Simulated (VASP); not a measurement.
The system is SnO2 (Cassiterite).

```xyz
6
Lattice="4.7380 0.0000 0.0000 0.0000 4.7380 0.0000 0.0000 0.0000 3.1865" Properties=species:S:1:pos:R:3 pbc="T T T"
Sn    0.0000    0.0000    0.0000
Sn    2.3690    2.3690    1.5933
O     1.4550    1.4550    0.0000
O     0.9140    3.8240    1.5933
O     3.2830    3.2830    0.0000
O     3.8240    0.9140    1.5933
```

- Program: VASP 6.6.1
- Task: relaxation of cell and atoms
- Functional: PBE
- Potentials or basis: VASP PAW PBE potentials, release 64 (Sn_d, O)
- Cutoff: 600 eV
- k mesh: 6 × 6 × 8
- Occupations: gaussian, width 0.03 eV
- Spin: no spin polarisation

At the start: pressure 11.6 GPa; volume 11.92 Å³/atom.

How do energy, volume and symmetry change on relaxing?

Over 8 steps the energy falls by 23.7 meV/atom and the volume is 12.61 Å³/atom (+5.8 %); space group P4_2/mnm (No. 136, to 0.05 Å).

The path:
```
step  energy change (eV)  largest force (eV/Å)  pressure (GPa)  volume (Å³)
   1              0.0000                0.2935           11.61        71.53
   2              0.0636                0.3605          -10.52        80.85
   3             -0.1403                0.0638            0.00        75.51
   4             -0.1403                0.0579            0.21        75.43
   5             -0.1420                0.0032            0.10        75.57
   6             -0.1421                0.0194            0.06        75.63
   7             -0.1422                0.0006           -0.12        75.68
   8             -0.1422                0.0043           -0.04        75.67
```

Final structure:
```
Sn O
1.0
     4.83034    0.00000    0.00000
     0.00000    4.83034    0.00000
     0.00000    0.00000    3.24328
Sn O
2 4
Direct
  0.00000 0.00000 0.00000
  0.50000 0.50000 0.50000
  0.30658 0.30658 0.00000
  0.19342 0.80658 0.50000
  0.69342 0.69342 0.00000
  0.80658 0.19342 0.50000
```
